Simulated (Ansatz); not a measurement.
# HfO2: the cost of one run

Program: Ansatz 0.2.0. Level of theory: DFT PBE, scalar-relativistic, plane waves, PAW. These are calculated values, not measurements.

3 further runs of the same task are left out: 3 set aside as unsound or not needed.

### Step 1. The structure to begin with

It takes space group Fm-3m (No. 225, cubic). Conventional cell: a = 5.098 Å, b = 5.098 Å, c = 5.098 Å, α = 90.00°, β = 90.00°, γ = 90.00°. Hf (site symmetry m-3m) is surrounded by 8 O at 2.21 Å. O (site symmetry -43m) is surrounded by 4 Hf at 2.21 Å.

Structure file:

```
Hf O
1.0
     0.00000    2.54881    2.54881
     2.54881    0.00000    2.54881
     2.54881    2.54881    0.00000
Hf O
1 2
Direct
  0.00000 0.00000 0.00000
  0.25000 0.25000 0.25000
  0.75000 0.75000 0.75000
```

This cell was relaxed beforehand with the same method: volume 11.04 Å³/atom, gap on the mesh 3.75 eV.

### Step 2. Relaxing at 7 GPa

At a set pressure the run lowers the enthalpy E + PV, so the energy alone may rise along the way.

input.yaml reads:

```yaml
crystal:
  lattice:
    - [0.0, 2.5488057613, 2.5488057613]
    - [2.5488057613, 0.0, 2.5488057613]
    - [2.5488057613, 2.5488057613, 0.0]
  atoms:
    - { symbol: Hf, position: [0.0, 0.0, 0.0] }
    - { symbol: O, position: [0.25, 0.25, 0.25] }
    - { symbol: O, position: [0.75, 0.75, 0.75] }
basis:
  ecutwfc: 420
kpoints:
  mp_grid: { grid: [8, 8, 8] }
hamiltonian:
  xc: pbe
scf:
  occupations: { method: fixed }
output:
  forces: true
  stress: true
  eigenvalues: true
relax:
  adjacent_minimum: "off"
  f_tol: 0.001
  max_steps: 60
  cell: { stress_tol: 0.02, p_target: 7.0 }
```

On the command line:

```sh
$ ansatz run input.yaml --threads 1 --pin off --max-ram 3072MiB --backend cpu --events-out ev --progress --plain --runs-dir out
```

Q: Estimate wall time and peak memory on 1 thread of Intel Xeon Platinum 8488C (Sapphire Rapids), shared host.

About 5.8 s, with a peak of 0.38 GiB.
